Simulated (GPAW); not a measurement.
A run of GPAW 26.7.0:

File run.py:

```python
from ase import Atoms
from ase.dft.bandgap import bandgap
from ase.io import write
from ase.units import GPa
from gpaw import GPAW, PW

atoms = Atoms(['Si'],
              cell=[[-0.38151126, 1.90029787, 1.97204257],
                    [1.69609995, 0.02693978, 1.56359153],
                    [1.96855757, 1.76430445, -0.24551784]],
              scaled_positions=[[0.0, 0.0, 0.0]],
              pbc=True)

calc = GPAW(mode=PW(450),
            xc='LDA',
            kpts={'size': (8, 11, 9), 'gamma': True},
            occupations={'name': 'fermi-dirac', 'width': 0.05},
            nbands=8,
            maxiter=120,
            txt='gpaw.txt')
atoms.calc = calc
energy = atoms.get_potential_energy()
forces = atoms.get_forces()
stress = atoms.get_stress()
calc.write('gs.gpw')
write('result.traj', atoms)
print(f'Energy: {energy:.6f} eV')
print('Forces (eV/A):')
print(forces.round(4))
print('Stress (GPa):', (stress / GPa).round(3))
print('Fermi level:', round(calc.get_fermi_level(), 4), 'eV')
print(f'Gap: {bandgap(calc)[0]:.4f} eV, direct: {bandgap(calc, direct=True)[0]:.4f} eV')
```

Potentials or basis: the program's PAW data sets (release 1.2.1) made for this functional, pw.

Command:

```bash
$ OMP_NUM_THREADS=1 python run.py
```

Hardware: 1 thread of Arm Neoverse V1 (shared host).

Problem. How long does it take, and how much memory?

Solution. Wall time 19 s on 1 thread of Arm Neoverse V1 (shared host), peak memory 0.17 GiB. Counts: scf iterations 8, plane waves 302, bands 8, k points 397.
